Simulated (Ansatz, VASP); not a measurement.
# SiGeO4 in two plane-wave programs

Aim: how closely do two programs agree when they are given the same cell, functional and k mesh? The cell is generated by rule, not measured, and may not be a known phase. The cell is taken from a series of runs on this material, whose earlier steps may have relaxed, scaled, displaced or heated it; both programs get it as it stands.

Main program and level: Ansatz 0.2.0; plane waves, with VASP 6.6.1 beside it; single point at PBEsol.

The structure was built from a prototype and need not be the compound's stable phase.

## 1. The starting structure

The structure is trigonal, space group R3c (No. 161). Conventional cell: a = 5.428 Å, b = 5.428 Å, c = 26.590 Å, α = 90.00°, β = 90.00°, γ = 120.00°. Nearest to Si lie 4 O at 1.61 Å. Nearest to Ge lie 4 O at 1.72 Å. Nearest to O lie 1 Si at 1.61 Å and 1 Ge at 1.72 Å. O has 1 Si at 1.61 Å and 1 Ge at 1.72 Å nearest. Farther neighbours and most contacts between anions are not listed.

## 2. Ansatz: single point, PBEsol, pair 1

Ansatz runs on norm-conserving files, of PseudoDojo where its log says so.

A single point gives forces, pressure and levels at one fixed geometry, so differences don't come from the geometry; what else differs is listed under the comparison.

input.yaml reads:

```yaml
crystal:
  lattice:
    - [0.0, 3.8379174859, 3.8379174859]
    - [-3.8379174859, 3.8379174859, 0.0]
    - [-3.8379174859, -3.8379174859, 7.6758349718]
  atoms:
    - { symbol: Si, position: [0.0, 0.0, 0.0] }
    - { symbol: Si, position: [0.0, 0.5, 0.5] }
    - { symbol: Ge, position: [0.75, 0.625, 0.875] }
    - { symbol: Ge, position: [0.75, 0.125, 0.375] }
    - { symbol: O, position: [0.3627018008, 0.8444430229, 0.9395496999] }
    - { symbol: O, position: [0.3627018008, 0.2928551763, 0.4395496999] }
    - { symbol: O, position: [0.9048933231, 0.7928551763, 0.9395496999] }
    - { symbol: O, position: [0.8533054764, 0.3444430229, 0.4395496999] }
    - { symbol: O, position: [0.8790993997, 0.5604503001, 0.6813509004] }
    - { symbol: O, position: [0.8790993997, 0.0604503001, 0.1813509004] }
    - { symbol: O, position: [0.8533054764, 0.3022515007, 0.9395496999] }
    - { symbol: O, position: [0.9048933231, 0.8022515007, 0.4395496999] }
kpoints:
  mp_grid: { grid: [6, 6, 4] }
hamiltonian:
  xc: pbesol
  pseudopotentials: { kind: nc, accuracy: standard }
scf:
  occupations: { method: gaussian, width: 0.02 }
output:
  forces: true
  stress: true
  eigenvalues: true
```

Started as:

```sh
> ansatz run input.yaml --threads 8 --pin off --max-ram 14336MiB --backend cpu --events-out ev --progress --plain --runs-dir out
```

Numbers of over 12 decimals in the logs are rounded to 6 here.

Log:

```text
Warning: crystal.symmetry: narrowed to the stabiliser of the k-point mesh — unitary ops 6 → 2; excluded 4 operations that carry a point of the 6×6×4 mesh (shift [0, 0, 0]) off the mesh (the run samples exactly the mesh kpoints.mp_grid names, as under crystal.symmetry.detect: false, and its converged state has the mesh's symmetry, not the crystal's; ε∞, the Born charges and the force constants of a linear response (`dielectric:` by the response, `phonons.method: dfpt`) are averaged over those of the crystal's operations that the state keeps within a tolerance, where `mesh_tensors`, `unaveraged_element` or `gamma_mean_max_change_ev_ang2` stands beside them; [rest of the remark cut]
Engine: ansatz 0.2.0, x86_64-unknown-linux-gnu
Pseudopotentials: kind: nc
Pseudopotential: Si, nc, valence charge 4, recommended cutoff 489.804952 eV (normal), Si.nc.azcp (PseudoDojo's, or run here from an input of PseudoDojo's; its table is named by hamiltonian.pseudopotentials.accuracy)
Pseudopotential: Ge, nc, valence charge 14, recommended cutoff 1061.244064 eV (normal), Ge.nc.azcp (PseudoDojo's, or run here from an input of PseudoDojo's; its table is named by hamiltonian.pseudopotentials.accuracy)
Pseudopotential: O, nc, valence charge 6, recommended cutoff 1142.878222 eV (normal), O.nc.azcp (PseudoDojo's, or run here from an input of PseudoDojo's; its table is named by hamiltonian.pseudopotentials.accuracy)
Functional definition: PBEsol
  exchange = pbesol_x
  correlation = pbesol_c
Crystal: 12 atoms, lattice volume = 226.124 Å³
Basis set: ecut = 1142.878222 eV, 19747 PW (Γ), exchange–correlation on 120×120×216 points (8 copies of the dense FFT grid, shifted against one another)
Bands: 54, of which v1, the nominal top of the filled ones, is band 42 counted from 1 (41 counted from 0)
Symmetry: 2 space group operations
k-points: 47 of 144 (time reversal used)
Non-local potential: Si, projectors of the file, l = 0: 2, l = 1: 2, l = 2: 2
Non-local potential: Ge, projectors of the file, l = 0: 2, l = 1: 2, l = 2: 2
Non-local potential: O, projectors of the file, l = 0: 2, l = 1: 2, l = 2: 1
Initial density: superposition of atomic densities (chi_scale 0.1, normalization cell, long waves kept (reshape's long-wave potential 0.07 eV rms))
Initial wavefunctions: pseudopotential atomic-orbital guess
Functional: x = pbesol(κ = 0.804, μ = 0.123457), c = pbesol(β = 0.046)
SCF iter   1: F=—  HF=-8687.099076 eV  |F-HF|=—  |Δ(HF+E_count)|=         —  Δρ=9.22e-2  dr2=1.60e1  ethr=3.10e-3  ⟨swp⟩=7.1  Hψ=11538  notcnv=0  defer=23
preconditioner: auto → Resta (q_TF=auto, 2.313 Å⁻¹)  ε∞=2.2  [insulator: Δε(μ)=4.983 eV  Ē_g=20.624 eV  σ=0.020 eV  W_gap=1.00  n_scr=36 (ndim 8)  ℏωp=22.6 eV  f_vac=0.301  D(μ)=0.00/eV (n_scr^D=0)  ε∞_Penn≈2.2]
SCF iter   2: F=—  HF=-8682.199064 eV  |F-HF|=—  |Δ(HF+E_count)|=    4.90e0  Δρ=3.43e-2  dr2=1.26e0  ethr=3.10e-3  ⟨swp⟩=4.1  Hψ=6331  notcnv=0  defer=293
SCF iter   3: F=—  HF=-8681.929492 eV  |F-HF|=—  |Δ(HF+E_count)|=   2.70e-1  Δρ=1.36e-2  dr2=3.04e-1  ethr=1.50e-3  ⟨swp⟩=4.0  Hψ=4281  notcnv=0  defer=152
automatic band count: iteration 3 solves 51 bands in place of 54: the levels show a gap, and the empty bands left out lie too high to hold charge; the band table lists the bands solved (type scf.n_extra_bands for more)
SCF iter   4: F=—  HF=-8681.901531 eV  |F-HF|=—  |Δ(HF+E_count)|=   2.80e-2  Δρ=1.93e-3  dr2=1.08e-2  ethr=3.62e-4  ⟨swp⟩=3.8  Hψ=4083  notcnv=0  defer=152
SCF iter   5: F=—  HF=-8681.912359 eV  |F-HF|=—  |Δ(HF+E_count)|=   1.08e-2  Δρ=5.98e-4  dr2=1.02e-3  ethr=1.29e-5  ⟨swp⟩=3.6  Hψ=3632  notcnv=0  defer=152
SCF iter   6: F=—  HF=-8681.914626 eV  |F-HF|=—  |Δ(HF+E_count)|=   2.27e-3  Δρ=2.48e-4  dr2=1.08e-4  ethr=1.22e-6  ⟨swp⟩=3.0  Hψ=3865  notcnv=0  defer=152
SCF iter   7: F=—  HF=-8681.914668 eV  |F-HF|=—  |Δ(HF+E_count)|=   4.24e-5  Δρ=1.47e-4  dr2=3.54e-5  ethr=1.28e-7  ⟨swp⟩=2.0  Hψ=4019  notcnv=0  defer=152
SCF iter   8: F=—  HF=-8681.914379 eV  |F-HF|=—  |Δ(HF+E_count)|=   2.89e-4  Δρ=3.04e-5  dr2=1.49e-6  ethr=4.21e-8  ⟨swp⟩=2.0  Hψ=3861  notcnv=0  defer=152
SCF iter   9: F=-8681.914382 eV  HF=-8681.914382 eV  |F-HF|=5.04e-8  |Δ(HF+E_count)|=   2.19e-6  Δρ=5.80e-6  dr2=4.18e-8  ethr=1.19e-10  ⟨swp⟩=13.4  Hψ=15918  notcnv=0
SCF 1 converged in 9 iterations: F = -8681.914382 eV  dr2 = 4.18e-8
SCF converged after 9 iterations
Free energy (F): -8681.914382 eV
Harris-Foulkes:  -8681.914382 eV  (|F-HF|=5.04e-8)
Internal energy: -8681.914382 eV  (E = F + TS)
E sigma→0 (E₀):  -8681.914382 eV
Fermi energy:    2.346011 eV
--- Per-component energies (eV) ---
  E_band       = -881.985413
  E_kinetic    = 6243.111613
  E_local      = -10869.781401  (includes V_loc(G=0)·N_el)
  E_nonlocal   = -3175.238458
  E_hartree    = 4413.785702
  E_xc         = -2172.670300
  E_vxc        = -1907.651062  (∫ρ·V_xc dr)
  E_ewald      = -3121.121537
  E_smearing   = -0.000000  (= −TS)
  E_closure    = -0.000000  (closes the sum)
  Σ components = -8681.914382   (vs F -8681.914382, Δ=0.00e0)
--- Forces (eV/Å), atoms counted from 1 ---
  atom   1  Si     0.07707776     0.07706802    -0.07708222
  atom   2  Si     0.07706802     0.07707776    -0.07708222
  atom   3  Ge    -0.07441342    -0.07441362     0.07441403
  atom   4  Ge    -0.07441362    -0.07441342     0.07441403
  atom   5  O     -0.08875666     0.04394169    -0.03499910
  atom   6  O      0.04394169    -0.08875666    -0.03499910
  atom   7  O      0.04393594     0.03500168     0.08875601
  atom   8  O     -0.08875701     0.03500119    -0.04393941
  atom   9  O      0.00717430     0.00717488    -0.00717543
  atom  10  O      0.00717488     0.00717430    -0.00717543
  atom  11  O      0.03500119    -0.08875701    -0.04393941
  atom  12  O      0.03500168     0.04393594     0.08875601
  max |Σ_I F_I| component: 5.22e-5 eV/Å
--- Stress (GPa, compression-positive) ---
       -0.837769       0.289493      -0.289454
        0.289493      -0.837769      -0.289454
       -0.289454      -0.289454      -0.837768
  P = ⅓ Tr σ = -0.8378 GPa (-8.378 kbar)
--- Band table (eV; the first three rows and the last of 47) ---
  k-point 0: bands = [... 38 lower, 0.1230, 0.1305, 0.2148, 0.2148, 4.4766, 5.9589, 7.3932, 8.1477, ... 5 higher]
  k-point 1: bands = [... 38 lower, 0.1148, 0.1149, 0.1254, 0.1302, 4.7000, 5.7360, 7.5139, 8.0064, ... 5 higher]
  k-point 2: bands = [... 38 lower, -0.1231, -0.1231, 0.1287, 0.1287, 5.2186, 5.2186, 7.7720, 7.7720, ... 5 higher]
  k-point 46: bands = [... 38 lower, -0.4675, -0.4675, -0.0360, -0.0360, 6.4549, 6.4549, 8.2646, 8.2646, ... 5 higher]
```

Reading the cycles: dr2 is the Hartree energy of the density residual (eV), the measure of convergence; HF is the Harris–Foulkes estimate of the energy, which meets the free energy F at convergence.

The run ends at a pressure of -0.84 GPa, with forces up to 0.13 eV/Å.

## 3. VASP: single point, PBEsol, pair 1

The same cell, functional, mesh and smearing now go to VASP, with its own data sets.

Lines of VASP's logs that name or quote its potential files are left out, and so is its time.

INCAR reads:

```
SYSTEM = SiGeO4
PREC = Accurate
ENCUT = 600
EDIFF = 1E-06
NELM = 120
ISMEAR = 0
SIGMA = 0.02
LREAL = .FALSE.
ALGO = Normal
GGA = PS
NBANDS = 54
LORBIT = 11
LWAVE = .FALSE.
LCHARG = .FALSE.
ISIF = 2
LASPH = .TRUE.
GGA_COMPAT = .FALSE.
EFERMI = MIDGAP
KPAR = 2
```

POSCAR reads:

```
SiGeO4
1.0
    0.0000000000      3.8379174859      3.8379174859
   -3.8379174859      3.8379174859      0.0000000000
   -3.8379174859     -3.8379174859      7.6758349718
Si Ge O
2 2 8
Direct
    0.0000000000      0.0000000000      0.0000000000
    0.0000000000      0.5000000000      0.5000000000
    0.7500000000      0.6250000000      0.8750000000
    0.7500000000      0.1250000000      0.3750000000
    0.3627018008      0.8444430229      0.9395496999
    0.3627018008      0.2928551763      0.4395496999
    0.9048933230      0.7928551763      0.9395496999
    0.8533054764      0.3444430229      0.4395496999
    0.8790993997      0.5604503001      0.6813509004
    0.8790993997      0.0604503001      0.1813509004
    0.8533054764      0.3022515007      0.9395496999
    0.9048933230      0.8022515007      0.4395496999
```

KPOINTS reads:

```
Automatic mesh
0
Gamma
6 6 4
0 0 0
```

Potentials, in the order of the species: Si, Ge_d and O (PBE family, release 64).

Started as:

```sh
> mpirun -np 2 vasp_std
```

Log:

```text
[banner, memory and clock lines left out]
running    2 mpi-ranks, on    1 nodes
 distrk:  each k-point on    1 cores,    2 groups
 distr:  one band on    1 cores,    1 groups

 POSCAR found type information on POSCAR SiGeO
 POSCAR found :  3 types and      12 ions
|                                                                             |
|               ----> ADVICE to this user running VASP <----                  |
|                                                                             |
|     You enforced a specific xc type in the INCAR file but a different       |
|     [... a line on the potential file left out ...]
|     I HOPE YOU KNOW WHAT YOU ARE DOING!                                     |
|                                                                             |

 LDA part: xc-table for (Slater+PW92), standard interpolation
|                                                                             |
|           W    W    AA    RRRRR   N    N  II  N    N   GGGG   !!!           |
|           W    W   A  A   R    R  NN   N  II  NN   N  G    G  !!!           |
|           W    W  A    A  R    R  N N  N  II  N N  N  G       !!!           |
|           W WW W  AAAAAA  RRRRR   N  N N  II  N  N N  G  GGG   !            |
|           WW  WW  A    A  R   R   N   NN  II  N   NN  G    G                |
|           W    W  A    A  R    R  N    N  II  N    N   GGGG   !!!           |
|                                                                             |
|     Your reciprocal lattice and k-lattice belong to different lattice       |
|     classes:                                                                |
|                                                                             |
|        The reciprocal lattice is rhombohedral (trigonal),                   |
|        whereas your k-lattice is base-centered monoclinic.                  |
|                                                                             |
|     Results are often still useful ...                                      |
|                                                                             |

 POSCAR, INCAR and KPOINTS ok, starting setup
 FFT: planning ... GRIDC
 FFT: planning ... GRID_SOFT
 FFT: planning ... GRID
 WAVECAR not read
 entering main loop
       N       E                     dE             d eps       ncg     rms          rms(c)
DAV:   1     0.107860906964E+04    0.10786E+04   -0.42954E+04  6318   0.273E+03
DAV:   2     0.106214379662E+03   -0.97239E+03   -0.90987E+03  5334   0.966E+02
DAV:   3    -0.865464125560E+02   -0.19276E+03   -0.19118E+03  4520   0.233E+02
DAV:   4    -0.101858122262E+03   -0.15312E+02   -0.15225E+02  5480   0.817E+01
DAV:   5    -0.102367092247E+03   -0.50897E+00   -0.50805E+00  5216   0.134E+01    0.259E+01
DAV:   6    -0.891107934985E+02    0.13256E+02   -0.45210E+01  6768   0.105E+02    0.997E+00
DAV:   7    -0.892650093829E+02   -0.15422E+00   -0.51722E+00  4916   0.909E+00    0.538E+00
DAV:   8    -0.892014399882E+02    0.63569E-01   -0.62017E-01  6524   0.707E+00    0.124E+00
DAV:   9    -0.891807347888E+02    0.20705E-01   -0.19165E-01  6716   0.412E+00    0.399E-01
DAV:  10    -0.891887863243E+02   -0.80515E-02   -0.12954E-02  5126   0.834E-01    0.179E-01
DAV:  11    -0.891917844618E+02   -0.29981E-02   -0.16685E-03  4712   0.271E-01    0.718E-02
DAV:  12    -0.891923513954E+02   -0.56693E-03   -0.54444E-04  5772   0.276E-01    0.195E-02
DAV:  13    -0.891924169686E+02   -0.65573E-04   -0.94663E-05  5244   0.558E-02    0.205E-02
DAV:  14    -0.891924186694E+02   -0.17008E-05   -0.24114E-05  6222   0.461E-02    0.503E-03
DAV:  15    -0.891924190945E+02   -0.42513E-06   -0.79589E-07  3430   0.873E-03
   1 F= -.89192419E+02 E0= -.89192419E+02  d E =0.000000E+00
```

From OUTCAR (step 3):

```text
ion  position               nearest neighbor table
   1  0.000  0.000  0.000-  10 1.61   7 1.61   5 1.61  11 1.61
   2  0.000  0.500  0.500-   9 1.61   8 1.61   6 1.61  12 1.61
   3  0.750  0.625  0.875-   9 1.72  11 1.72   5 1.72   7 1.72
   4  0.750  0.125  0.375-  10 1.72  12 1.72   6 1.72   8 1.72
   5  0.363  0.844  0.940-   1 1.61   3 1.72
   6  0.363  0.293  0.440-   2 1.61   4 1.72
   7  0.905  0.793  0.940-   1 1.61   3 1.72
   8  0.853  0.344  0.440-   2 1.61   4 1.72
   9  0.879  0.560  0.681-   2 1.61   3 1.72
  10  0.879  0.060  0.181-   1 1.61   4 1.72
  11  0.853  0.302  0.940-   1 1.61   3 1.72
  12  0.905  0.802  0.440-   2 1.61   4 1.72

  LATTYP: Found a trigonal (rhomboedric) cell.
 ALAT       =     9.4009395154
 COS(alpha) =     0.8333333333

 Subroutine GETGRP returns: Found  6 space group operations
 (whereof  3 operations were pure point group operations)

The static configuration has the point symmetry C_3 .
 The point group associated with its full space group is C_3v.

 Found     40 irreducible k-points:

   k-points           NKPTS =     40   k-points in BZ     NKDIM =     40   number of bands    NBANDS=     54

   dimension x,y,z NGX =    48 NGY =   48 NGZ =   80
   dimension x,y,z NGXF=    96 NGYF=   96 NGZF=  160

   ENCUT  =  600.0 eV  44.10 Ry    6.64 a.u.  10.84 10.84 18.78*2*pi/ulx,y,z

   NELECT =      84.0000    total number of electrons

 k-points in reciprocal lattice and weights: Automatic mesh
   0.00000000  0.00000000  0.00000000       0.007
   0.16666667  0.00000000  0.00000000       0.014
   0.33333333  0.00000000  0.00000000       0.014
   0.50000000  0.00000000  0.00000000       0.021
   0.00000000  0.16666667 -0.00000000       0.028
   0.33333333  0.16666667 -0.00000000       0.028
   0.50000000  0.16666667  0.00000000       0.056
   0.00000000  0.33333333 -0.00000000       0.028
   0.16666667  0.33333333 -0.00000000       0.014
[...]
-0.33333333  0.33333333  0.50000000       0.014
   0.16666667  0.50000000  0.50000000       0.028

 average (electrostatic) potential at core
       1 -88.9794       2 -88.9794       3 -79.2983       4 -79.2983       5 -75.0236
       6 -75.0236       7 -75.0236       8 -75.0236       9 -75.0458      10 -75.0458
      11 -75.0236      12 -75.0236

 E-fermi :   0.5513

 k-point     1 :       0.0000    0.0000    0.0000
  band No.  band energies     occupation
    ...
     38      -2.2346      2.00000
     39      -1.6655      2.00000
     40      -1.6582      2.00000
     41      -1.5738      2.00000
     42      -1.5738      2.00000
     43       2.6759      0.00000
     44       4.1687      0.00000
     45       5.5950      0.00000
     46       6.3457      0.00000
     47       6.7799      0.00000
    ...

 k-point     2 :       0.1667    0.0000    0.0000
  band No.  band energies     occupation
    ...
     38      -2.2486      2.00000
     39      -1.7893      2.00000
     40      -1.7885      2.00000
     41      -1.7195      2.00000
     42      -1.5784      2.00000
     43       3.0548      0.00000
     44       4.4246      0.00000
     45       5.7716      0.00000
     46       6.4219      0.00000
     47       6.9220      0.00000
    ...

 k-point     3 :       0.3333    0.0000    0.0000
  band No.  band energies     occupation
    ...
     38      -2.2008      2.00000
     39      -2.0895      2.00000
     40      -2.0697      2.00000
     41      -1.9437      2.00000
     42      -1.5751      2.00000
     43       3.7883      0.00000
     44       4.8883      0.00000
     45       6.0919      0.00000
     46       6.4008      0.00000
     47       7.2943      0.00000
    ...

  Total       -0.8064969     -0.8064969     -0.8064969      0.4042940     -0.4042940     -0.4042940
  in kB       -5.7143442     -5.7143442     -5.7143442      2.8645802     -2.8645802     -2.8645802
  external PRESSURE =      -5.7143442 kB  Pullay stress =       0.0000000 kB

  energy-cutoff  :      600.00
  volume of cell :      226.12
      direct lattice vectors                 reciprocal lattice vectors
     0.000000000  3.837917486  3.837917486     0.130278986  0.130278986  0.130278986
    -3.837917486  3.837917486  0.000000000    -0.195418480  0.065139493 -0.065139493
    -3.837917486 -3.837917486  7.675834972    -0.065139493 -0.065139493  0.065139493

 POSITION                                       TOTAL-FORCE (eV/Angst)
 -----------------------------------------------------------------------------------
      0.00000      0.00000      0.00000         0.078025      0.078025     -0.078025
     -3.83792      0.00000      3.83792         0.078025      0.078025     -0.078025
     -5.75688      1.91896      9.59479        -0.071707     -0.071707      0.071707
     -1.91896      1.91896      5.75688        -0.071707     -0.071707      0.071707
     -6.84682      1.02701      8.60385        -0.014102      0.128255      0.044450
     -2.81091      0.82902      4.76593         0.128255     -0.014102      0.044450
     -6.64883      2.90990     10.68473         0.128255     -0.044450      0.014102
     -3.00890      2.90990      6.64883        -0.014102     -0.044450     -0.128255
     -4.76593      2.90990      8.60385        -0.076021     -0.076021      0.076021
     -0.92801      2.90990      4.76593        -0.076021     -0.076021      0.076021
     -4.76593      0.82902     10.48674        -0.044450     -0.014102     -0.128255
     -4.76593      4.86493      6.84682        -0.044450      0.128255      0.014102
 -----------------------------------------------------------------------------------
    total drift:                               -0.000187     -0.000185      0.000236

  FREE ENERGIE OF THE ION-ELECTRON SYSTEM (eV)
  ---------------------------------------------------
  free  energy   TOTEN  =       -89.1924190945 eV

  energy  without entropy=      -89.1924190945  energy(sigma->0) =      -89.19241909

 total charge
# of ion       s       p       d       tot
------------------------------------------
    1        0.632   0.988   0.000   1.621
    2        0.632   0.988   0.000   1.621
    3        0.918   1.345  10.563  12.827
    4        0.918   1.345  10.563  12.827
    5        1.529   3.651   0.000   5.181
    6        1.529   3.651   0.000   5.181
    7        1.529   3.651   0.000   5.181
    8        1.529   3.651   0.000   5.181
    9        1.529   3.660   0.000   5.189
   10        1.529   3.660   0.000   5.189
   11        1.529   3.651   0.000   5.181
   12        1.529   3.651   0.000   5.181
--------------------------------------------------
tot         15.333  33.896  21.126  70.356

[... 3 further parts left out ...]
```

The run ends at a pressure of -0.57 GPa, with forces up to 0.14 eV/Å.

(Part 1 of 2 ends here.)

[Lines on the potential files, build, host, timing and source positions are cut from VASP's logs without a mark.]

[Logs are printed without paths, hosts, clocks, repeated set-up lines and the standing remarks that a program may print on its own settings, such as how far it seeks lower states.]

[Hosts, paths, dates, database ids (printed as entryN), source tags and the programs' standing remarks are cut or masked in the printed files.]
